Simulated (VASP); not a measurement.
# HfO2 (Pca2_1) in VASP: phonons with PBE

Aim: the phonons of HfO2 with PBE.

All numbers are computed with VASP 6.6.1; they aren't measurements. Logs are shortened: lines on timing, memory, paths and dates and some standing lists are left out, and cuts for length are marked.

## 1. Starting point

The structure is orthorhombic, space group Pca2_1 (No. 29). The conventional cell has a = 5.266 Å, b = 5.046 Å, c = 5.077 Å, α = 90.00°, β = 90.00°, γ = 90.00°. Around Hf (site symmetry 1) lie 7 O at 2.04 to 2.27 Å. Around O (site symmetry 1) lie 3 Hf at 2.04 to 2.14 Å. O (site symmetry 1) is surrounded by 4 Hf at 2.12 to 2.27 Å.

Measurements of this composition are mostly on another form, of space group No. 14.

## 2. Phonons, PBE

POSCAR

```
HfO2
1.0
    5.2657787946      0.0000000000      0.0000000000
    0.0000000000      5.0463011325      0.0000000000
    0.0000000000      0.0000000000      5.0767843300
  Hf              O
     4     8
Direct
     0.0329861018108050    0.2665276770750940    0.2398048252588146
     0.4670138981891950    0.2665276770750940    0.7398048252588143
     0.5329861018108051    0.7334723229249062    0.2398048252588146
     0.9670138981891949    0.7334723229249062    0.7398048252588143
     0.3651107202913875    0.0676933961388925    0.3831554950137908
     0.1348892797086126    0.0676933961388925    0.8831554950137905
     0.7300354015649912    0.4626039042605400    0.4900396797273943
     0.7699645984350088    0.4626039042605400    0.9900396797273944
     0.2699645984350087    0.5373960957394601    0.9900396797273944
     0.2300354015649912    0.5373960957394601    0.4900396797273943
     0.8651107202913871    0.9323066038611074    0.3831554950137908
     0.6348892797086129    0.9323066038611074    0.8831554950137905
```

INCAR.step1

```
SYSTEM = HfO2
  PREC = Accurate
  ENCUT = 600
  EDIFF = 1E-8
  ISMEAR = -1
  SIGMA = 0.05
  LREAL = .FALSE.
  LASPH = .TRUE.
  NELM = 100
  ALGO = Normal
  ISIF = 3
  LWAVE = .FALSE.
  LCHARG = .FALSE.
  GGA = PE
  KPAR = 8
  IBRION = 2
  NSW = 40
  EDIFFG = -0.002
```

INCAR.step2

```
SYSTEM = HfO2
  PREC = Accurate
  ENCUT = 600
  EDIFF = 1E-8
  ISMEAR = -1
  SIGMA = 0.05
  LREAL = .FALSE.
  LASPH = .TRUE.
  NELM = 100
  ALGO = Normal
  ISIF = 2
  LWAVE = .FALSE.
  LCHARG = .FALSE.
  GGA = PE
  KPAR = 8
  IBRION = 8
  NSW = 1
  LEPSILON = .TRUE.
```

KPOINTS

```
Automatic mesh
0
G
  4 4 4
  0 0 0
```

Potentials or basis: VASP PAW PBE potentials, release 64 (Hf_pv, O).

On the command line:

```console
cat potpaw_PBE.64/Hf_pv/POTCAR potpaw_PBE.64/O/POTCAR > POTCAR
cp INCAR.step1 INCAR
mpirun -np 8 vasp_std > vasp.out
cp CONTCAR POSCAR
cp INCAR.step2 INCAR
mpirun -np 8 vasp_std > vasp.out
```

OUTCAR:

```text
SYSTEM = HfO2
   PREC = Accurate
   ENCUT = 600
   EDIFF = 1E-8
   ISMEAR = -1
   LREAL = .FALSE.
   LASPH = .TRUE.
   NELM = 100
   ISIF = 2
   GGA = PE
   IBRION = 8
   NSW = 1
   LEPSILON = .TRUE.

 ion  position               nearest neighbor table
   1  0.033  0.267  0.240-  11 2.04   8 2.12  10 2.14   6 2.14   5 2.14   9 2.24   7 2.26   2 3.42
                             2 3.42   4 3.48   4 3.48   3 3.53   3 3.53   4 3.72   4 3.72   3 3.76
   2  0.467  0.267  0.740-  12 2.04   7 2.12   9 2.14   5 2.14   6 2.14  10 2.24   8 2.26   1 3.42
                             1 3.42   3 3.48   3 3.48   4 3.53   4 3.53   3 3.72   3 3.72   4 3.76
   3  0.533  0.733  0.240-   5 2.04   9 2.12   7 2.14  12 2.14  11 2.14   8 2.24  10 2.26   4 3.42
                             4 3.42   2 3.48   2 3.48   1 3.53   1 3.53   2 3.72   2 3.72   1 3.76
   4  0.967  0.733  0.740-   6 2.04  10 2.12   8 2.14  11 2.14  12 2.14   7 2.24   9 2.26   3 3.42
                             3 3.42   1 3.48   1 3.48   2 3.53   2 3.53   1 3.72   1 3.72   2 3.76
   5  0.366  0.068  0.383-   3 2.04   2 2.14   1 2.14
   6  0.134  0.068  0.883-   4 2.04   1 2.14   2 2.14
   7  0.730  0.462  0.490-   2 2.12   3 2.14   4 2.24   1 2.26
   8  0.770  0.462  0.990-   1 2.12   4 2.14   3 2.24   2 2.26
   9  0.270  0.538  0.990-   3 2.12   2 2.14   1 2.24   4 2.26
  10  0.230  0.538  0.490-   4 2.12   1 2.14   2 2.24   3 2.26
  11  0.866  0.932  0.383-   1 2.04   4 2.14   3 2.14
  12  0.634  0.932  0.883-   2 2.04   3 2.14   4 2.14

  LATTYP: Found a simple orthorhombic cell.
 ALAT       =     5.0463755006
[... 1733 lines left out ...]
  5X     1.216505   -0.796255   -0.006885    2.403221   -0.284320    0.776187    1.527154   -2.302064   -1.091075   -1.094618   -0.466392    0.217886  -12.232807    4.971714   -0.698890    0.289024    0.177353    0.186798    1.323148    0.539553    0.343783    1.742056   -1.018537    0.725776   -0.759427    0.036122    0.221369   -0.387119   -1.401133   -0.482349    5.346039    0.877594    0.021389    0.626825   -0.333635   -0.213989
  5Y    -0.263356    1.408372    0.164573   -0.470717    1.422204    0.778639   -2.205653    4.115479    1.797837    0.294179   -0.600282    0.225986    4.972938  -15.271167   -4.576392   -0.176504   -0.546383    0.211206    0.480436    1.605178   -0.238208   -1.043905    1.802350    0.421143    0.068039    1.288449    0.188971   -0.443464    5.847275    0.733329   -0.877888   -0.566012   -0.194171   -0.334106   -0.505462    0.487087
  5Z     0.656677   -0.094132    0.950319    0.094199    0.540442    1.350018   -0.857150    2.060789    1.722338    0.466733    0.098574   -0.248612   -0.701405   -4.572591   -9.853967   -0.190151    0.209626    3.790254    0.374410    0.743968   -0.943329    0.607255    0.381652    1.177514   -0.231972    0.249599    1.058236   -0.454747    0.675363   -0.546263    0.021899    0.191769   -0.602664    0.214253   -0.485059    2.146155
  6X     2.403221    0.284320   -0.776187    1.216505    0.796255    0.006885   -1.094618    0.466392   -0.217886    1.527154    2.302064    1.091075    0.289024   -0.177353   -0.186798  -12.232807   -4.971714    0.698890    1.742056    1.018537   -0.725776    1.323148   -0.539553   -0.343783   -0.387119    1.401133    0.482349   -0.759427   -0.036122   -0.221369    0.626825    0.333635    0.213989    5.346039   -0.877594   -0.021389
  6Y     0.470717    1.422204    0.778639    0.263356    1.408372    0.164573   -0.294179   -0.600282    0.225986    2.205653    4.115479    1.797837    0.176504   -0.546383    0.211206   -4.972938  -15.271167   -4.576392    1.043905    1.802350    0.421143   -0.480436    1.605178   -0.238208    0.443464    5.847275    0.733329   -0.068039    1.288449    0.188971    0.334106   -0.505462    0.487087    0.877888   -0.566012   -0.194171
[... 5 lines left out ...]
  8Y    -0.729658    1.006384   -0.997118    0.076571    0.306076   -0.274922    0.022303    0.231339    0.159961    1.321950    1.923227   -1.417702   -1.018775    1.806460    0.383834   -0.537406    1.603558    0.744645    0.160493   -1.304457   -0.105772    1.833724  -11.302713    2.781229    0.354623   -0.741466   -0.052634   -0.048539   -0.667861   -0.292946   -0.034237    1.289250   -0.253357   -1.401051    5.850203   -0.675216
  8Z     1.300923   -0.896838    2.868034    0.178591    0.043574   -0.202574   -0.231288   -0.175389    1.598201   -0.953457   -1.248818    1.903193    0.729724    0.421304    1.180243   -0.340717   -0.239243   -0.946036   -0.278711   -0.106093    8.097896   -0.963741    2.779050  -14.583558    0.008556    0.054428   -1.115470   -0.153778    0.291966    0.691065    0.221531   -0.191014    1.058761    0.482369   -0.732928   -0.549756
  9X     0.898690   -0.811657    0.000486    2.830502   -1.540756   -1.156221    1.683568    1.088332    1.818945    0.039606    0.496690   -0.591901   -0.760802    0.068056   -0.232193   -0.381985    0.443357    0.450624    0.666466    0.049263    0.157334    6.373724    0.351663    0.008477  -12.922135   -1.837653   -0.965198   -1.489033    0.166860    0.272681    1.743144    1.046121    0.608798    1.318255    0.479723   -0.371833
  9Y    -0.022303    0.231339   -0.159961   -1.321950    1.923227    1.417702    0.729658    1.006384    0.997118   -0.076571    0.306076    0.274922    0.034237    1.289250    0.253357    1.401051    5.850203    0.675216    0.048539   -0.667861    0.292946   -0.354623   -0.741466    0.052634   -1.833724  -11.302713   -2.781229   -0.160493   -1.304457    0.105772    1.018775    1.806460   -0.383834    0.537406    1.603558   -0.744645
  9Z    -0.231288    0.175389    1.598201   -0.953457    1.248818    1.903193    1.300923    0.896838    2.868034    0.178591   -0.043574   -0.202574    0.221531    0.191014    1.058761    0.482369    0.732928   -0.549756   -0.153778   -0.291966    0.691065    0.008556   -0.054428   -1.115470   -0.963741   -2.779050  -14.583558   -0.278711    0.106093    8.097896    0.729724   -0.421304    1.180243   -0.340717    0.239243   -0.946036
 10X     2.830502    1.540756    1.156221    0.898690    0.811657   -0.000486    0.039606   -0.496690    0.591901    1.683568   -1.088332   -1.818945   -0.381985   -0.443357   -0.450624   -0.760802   -0.068056    0.232193    6.373724   -0.351663   -0.008477    0.666466   -0.049263   -0.157334   -1.489033   -0.166860   -0.272681  -12.922135    1.837653    0.965198    1.318255   -0.479723    0.371833    1.743144   -1.046121   -0.608798
 10Y     1.321950    1.923227    1.417702    0.022303    0.231339   -0.159961    0.076571    0.306076    0.274922   -0.729658    1.006384    0.997118   -1.401051    5.850203    0.675216   -0.034237    1.289250    0.253357    0.354623   -0.741466    0.052634   -0.048539   -0.667861    0.292946    0.160493   -1.304457    0.105772    1.833724  -11.302713   -2.781229   -0.537406    1.603558   -0.744645   -1.018775    1.806460   -0.383834
 10Z     0.953457    1.248818    1.903193    0.231288    0.175389    1.598201   -0.178591   -0.043574   -0.202574   -1.300923    0.896838    2.868034   -0.482369    0.732928   -0.549756   -0.221531    0.191014    1.058761   -0.008556   -0.054428   -1.115470    0.153778   -0.291966    0.691065    0.278711    0.106093    8.097896    0.963741   -2.779050  -14.583558    0.340717    0.239243   -0.946036   -0.729724   -0.421304    1.180243
 11X     1.527154    2.302064   -1.091075   -1.094618    0.466392    0.217886    1.216505    0.796255   -0.006885    2.403221    0.284320    0.776187    5.346039   -0.877594    0.021389    0.626825    0.333635   -0.213989   -0.387119    1.401133   -0.482349   -0.759427   -0.036122    0.221369    1.742056    1.018537    0.725776    1.323148   -0.539553    0.343783  -12.232807   -4.971714   -0.698890    0.289024   -0.177353    0.186798
 11Y     2.205653    4.115479   -1.797837   -0.294179   -0.600282   -0.225986    0.263356    1.408372   -0.164573    0.470717    1.422204   -0.778639    0.877888   -0.566012    0.194171    0.334106   -0.505462   -0.487087    0.443464    5.847275   -0.733329   -0.068039    1.288449   -0.188971    1.043905    1.802350   -0.421143   -0.480436    1.605178    0.238208   -4.972938  -15.271167    4.576392    0.176504   -0.546383   -0.211206
 11Z    -0.857150   -2.060789    1.722338    0.466733   -0.098574   -0.248612    0.656677    0.094132    0.950319    0.094199   -0.540442    1.350018    0.021899   -0.191769   -0.602664    0.214253    0.485059    2.146155   -0.454747   -0.675363   -0.546263   -0.231972   -0.249599    1.058236    0.607255   -0.381652    1.177514    0.374410   -0.743968   -0.943329   -0.701405    4.572591   -9.853967   -0.190151   -0.209626    3.790254
 12X    -1.094618   -0.466392   -0.217886    1.527154   -2.302064    1.091075    2.403221   -0.284320   -0.776187    1.216505   -0.796255    0.006885    0.626825   -0.333635    0.213989    5.346039    0.877594   -0.021389   -0.759427    0.036122   -0.221369   -0.387119   -1.401133    0.482349    1.323148    0.539553   -0.343783    1.742056   -1.018537   -0.725776    0.289024    0.177353   -0.186798  -12.232807    4.971714    0.698890
 12Y     0.294179   -0.600282   -0.225986   -2.205653    4.115479   -1.797837   -0.470717    1.422204   -0.778639   -0.263356    1.408372   -0.164573   -0.334106   -0.505462   -0.487087   -0.877888   -0.566012    0.194171    0.068039    1.288449   -0.188971   -0.443464    5.847275   -0.733329    0.480436    1.605178    0.238208   -1.043905    1.802350   -0.421143   -0.176504   -0.546383   -0.211206    4.972938  -15.271167    4.576392
 12Z    -0.466733   -0.098574   -0.248612    0.857150   -2.060789    1.722338   -0.094199   -0.540442    1.350018   -0.656677    0.094132    0.950319   -0.214253    0.485059    2.146155   -0.021899   -0.191769   -0.602664    0.231972   -0.249599    1.058236    0.454747   -0.675363   -0.546263   -0.374410   -0.743968   -0.943329   -0.607255   -0.381652    1.177514    0.190151   -0.209626    3.790254    0.701405    4.572591   -9.853967

 Eigenvectors and eigenvalues of the dynamical matrix
   1 f  =   21.603531 THz   135.738986 2PiTHz  720.616212 cm-1    89.344983 meV
   2 f  =   20.260907 THz   127.303035 2PiTHz  675.831119 cm-1    83.792342 meV
   3 f  =   19.825165 THz   124.565183 2PiTHz  661.296309 cm-1    81.990256 meV
   4 f  =   19.142867 THz   120.278182 2PiTHz  638.537318 cm-1    79.168502 meV
   5 f  =   18.632846 THz   117.073622 2PiTHz  621.524828 cm-1    77.059223 meV
   6 f  =   17.398426 THz   109.317533 2PiTHz  580.349015 cm-1    71.954075 meV
[... 25 lines left out ...]
  32 f  =    3.584158 THz    22.519927 2PiTHz  119.554633 cm-1    14.822879 meV
  33 f  =    3.490961 THz    21.934358 2PiTHz  116.445939 cm-1    14.437450 meV
  34 f/i=    0.001614 THz     0.010142 2PiTHz    0.053841 cm-1     0.006675 meV
  35 f/i=    0.001978 THz     0.012431 2PiTHz    0.065993 cm-1     0.008182 meV
  36 f/i=    0.002043 THz     0.012836 2PiTHz    0.068145 cm-1     0.008449 meV

 MACROSCOPIC STATIC DIELECTRIC TENSOR IONIC CONTRIBUTION
 ------------------------------------------------------
          15.585537     0.000000    -0.000000
           0.000000    20.468673     0.000000
          -0.000000     0.000000    18.779310
 ------------------------------------------------------

 ELASTIC MODULI CONTR FROM IONIC RELAXATION (kBar)
 Direction    XX          YY          ZZ          XY          YZ          ZX
 --------------------------------------------------------------------------------
 XX        -817.5034   -314.2759   -383.7120     -0.0000     -0.0000     -0.0000
 YY        -314.2759   -646.8113   -274.0953      0.0000      0.0000     -0.0000
 ZZ        -383.7120   -274.0953   -363.8757      0.0000      0.0000     -0.0000
 XY          -0.0000      0.0000      0.0000   -252.5120     -0.0000     -0.0000
 YZ           0.0000      0.0000      0.0000      0.0000   -288.7916      0.0000
 ZX          -0.0000     -0.0000     -0.0000     -0.0000      0.0000   -204.8669
 --------------------------------------------------------------------------------

 PIEZOELECTRIC TENSOR IONIC CONTR  for field in x, y, z        (C/m^2)
          XX          YY          ZZ          XY          YZ          ZX
  --------------------------------------------------------------------------------
  x    -0.00000    -0.00000    -0.00000    -0.00000     0.00000    -0.09635
  y     0.00000    -0.00000    -0.00000    -0.00000     0.80627    -0.00000
  z    -1.68482    -1.07664    -1.84930     0.00000    -0.00000    -0.00000
```

Wall time 33 min (8 MPI ranks of Intel Xeon Platinum 8559C (Emerald Rapids), shared host); peak memory 0.98 GiB.

What came out:

```
Electronic dielectric tensor (diagonal)                 : 4.89, 5.15, 4.94
Born charges (mean of the diagonal)                     : Hf +5.21; O -2.64, -2.57 e
Highest phonon frequency at Γ, LO-TO splitting left out : 721 cm⁻¹
```

Phonon frequencies in cm⁻¹ (negative: imaginary):
```csv
q point,frequencies
"(0.000, 0.000, 0.000)",0 0 0 116 120 120 132 138 147 155 218 226 236 249 265 298 301 312 313 322 365 366 383 400 447 471 474 516 534 567 580 622 639 661 676 721
```

Electronic dielectric tensor:
```
4.89 0.00 0.00
0.00 5.15 0.00
0.00 0.00 4.94
```

Born effective charge tensors (e):
atom 1, Hf
```
 5.12 -0.01 -0.03
-0.34  5.46 -0.15
 0.05 -0.23  5.04
```
atom 2, Hf
```
 5.12  0.01  0.03
 0.34  5.46 -0.15
-0.05 -0.23  5.04
```
atom 3, Hf
```
 5.12  0.01 -0.03
 0.34  5.46  0.15
 0.05  0.23  5.04
```
atom 4, Hf
```
 5.12 -0.01  0.03
-0.34  5.46  0.15
-0.05  0.23  5.04
```
atom 5, O
```
-2.47  0.94 -0.29
 0.74 -2.94 -0.72
-0.32 -0.67 -2.52
```
atom 6, O
```
-2.47 -0.94  0.29
-0.74 -2.94 -0.72
 0.32 -0.67 -2.52
```
atom 7, O
```
-2.65 -0.18  0.23
-0.12 -2.52  0.24
 0.25  0.19 -2.53
```
atom 8, O
```
-2.65  0.18 -0.23
 0.12 -2.52  0.24
-0.25  0.19 -2.53
```
atom 9, O
```
-2.65 -0.18 -0.23
-0.12 -2.52 -0.24
-0.25 -0.19 -2.53
```
atom 10, O
```
-2.65  0.18  0.23
 0.12 -2.52 -0.24
 0.25 -0.19 -2.53
```
atom 11, O
```
-2.47 -0.94 -0.29
-0.74 -2.94  0.72
-0.32  0.67 -2.52
```
atom 12, O
```
-2.47  0.94  0.29
 0.74 -2.94  0.72
 0.32  0.67 -2.52
```

Spin-orbit coupling is left out, which matters for the levels of Hf.
